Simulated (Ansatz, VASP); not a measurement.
# PtS2: VASP beside Ansatz

The input INCAR:

```
SYSTEM = PtS2
PREC = Accurate
ENCUT = 520
EDIFF = 1E-6
ISMEAR = 0
SIGMA = 0.05
LREAL = .FALSE.
LASPH = .TRUE.
NELM = 60
ALGO = Normal
ISIF = 2
LWAVE = .FALSE.
LCHARG = .FALSE.
GGA = PS
NBANDS = 18
```

Contents of KPOINTS:

```
regular mesh
0
G
  12 12 8
  0 0 0
```

File POSCAR:

```
PtS2
1.0
    3.3660395020      0.0000000000      0.0000000000
   -1.6830197510      2.9150757189      0.0000000000
    0.0000000000      0.0000000000      4.9128300000
Pt S
1 2
Direct
    0.0000000000      0.0000000000      0.0000000000
    0.3333333333      0.6666666667      0.2500000000
    0.6666666667      0.3333333333      0.7500000000
```

Input for Ansatz:

```yaml
crystal:
  lattice:
    - [3.366039502, 0.0, 0.0]
    - [-1.683019751, 2.9150757189, 0.0]
    - [0.0, 0.0, 4.91283]
  atoms:
    - { symbol: Pt, position: [0.0, 0.0, 0.0] }
    - { symbol: S, position: [0.3333333333, 0.6666666667, 0.25] }
    - { symbol: S, position: [0.6666666667, 0.3333333333, 0.75] }
basis:
  ecutwfc: 420
kpoints:
  mp_grid: { grid: [12, 12, 8] }
hamiltonian:
  xc: pbesol
scf:
  occupations: { method: gaussian, width: 0.05 }
output:
  forces: true
  stress: true
  eigenvalues: true
```

Change from the starting cell: strain -0.050 along x and y, -0.025 along z, atoms carried along.

Alike in both runs: task single point; functional PBEsol; k mesh 12 × 12 × 8; occupations gaussian, width 0.05 eV; no spin polarisation.

|  | VASP | Ansatz |
| --- | --- | --- |
| version | VASP 6.6.1 | Ansatz 0.2.0 |
| potentials or method | VASP PAW PBE potentials, release 64 (Pt, S) | scalar-relativistic, plane waves, PAW |
| plane-wave cutoff (eV) | 520 | 420 |
| valence electrons in the cell | 22 | 30 |

Ansatz gave:

| Quantity | Value |
| --- | --- |
| gap on the k mesh at the Fermi level (eV) | 0.60 |
| least direct gap on the mesh (eV) | 0.87 |
| pressure (GPa) | 22.3 |
| largest component of the traceless stress (GPa) | 9.10 |
| rms of the force components (eV/Å) | 0.611 |

Estimate VASP's values.

gap on the k mesh at the Fermi level (eV): 0.61; least direct gap on the mesh (eV): 0.89; pressure (GPa): 22.0; largest component of the traceless stress (GPa): 8.95; rms of the force components (eV/Å): 0.595.

Atom by atom the forces differ by 0.016 eV/Å (rms over components). The functional is the same, so the differences come from potentials, cutoffs and numerics. The two sets of potentials don't hold the same shells in valence.

Caveats: so large a pressure means that the cell lies far from this level's equilibrium, or that cutoff or potentials fall short (VASP); the potentials were made for another functional, which shifts forces and pressure (VASP); spin-orbit coupling is left out, which moves the levels of the heavy elements; the cell's inner coordinates are idealised or old, which leaves forces on the atoms. A k mesh can miss the band edges.
